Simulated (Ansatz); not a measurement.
Runs of Ansatz 0.2.0 on Sb. Symmetry: R-3m, No. 166, trigonal system. The conventional cell has a = 4.308 Å, b = 4.308 Å, c = 11.274 Å, α = 90.00°, β = 90.00°, γ = 120.00°. Sb (site symmetry 3m) has 3 Sb at 2.91 Å as nearest neighbours. 

```csv
task,level,cell,k mesh,smearing,broadening,mesh quality,gap on the mesh (eV),pressure (GPa),relaxed volume (Å³/atom),largest force (eV/Å)
relaxation of cell and atoms,BLYP+D4,relaxed,8 × 8 × 8,fermi-dirac 0.05 eV,-,not flagged,none,0.0,(a),-
single point,PBE,as given,8 × 8 × 8,gaussian 0.03 eV,-,not flagged,none,2.7,-,0.14
optical spectrum,HSEsol+D4,as given,4 × 4 × 4,gaussian 0.05 eV,0.2 eV,coarse,0.31,-,-,-
relaxation of cell and atoms,BLYP+D3(BJ),relaxed,8 × 8 × 8,fermi-dirac 0.05 eV,-,not flagged,none,0.0,30.28,-
single point,PBE,as given,8 × 8 × 8,gaussian 0.029 eV,-,not flagged,none,2.7,-,0.14
```

Alike in all rows: potentials or basis Ansatz PAW; no spin polarisation; cutoff (eV) 420.

Estimate the missing entries.

(a) 31.06.

Caveats: some runs use coarse meshes; the PAW data sets come from PBE, with cores solved anew for the run's functional, which leaves a small shift of forces and pressure (some runs); the plane-wave basis is chosen anew once the cell has moved, so the energies of steps on either side of that aren't comparable (some runs); pairwise dispersion overbinds metals, which lowers pressure and volume (some runs); spectra need much finer meshes, so this one isn't converged (some runs); independent-particle spectra lack excitons (some runs); spin-orbit coupling is left out, which moves the levels of the heavy elements (some runs); the dispersion damping was fitted for another functional or another form of the correction (some runs).

A k mesh can miss the band edges, and the runs leave out spin-orbit coupling on Sb.

A gap of «none» marks a metal or a gap under the smearing width.
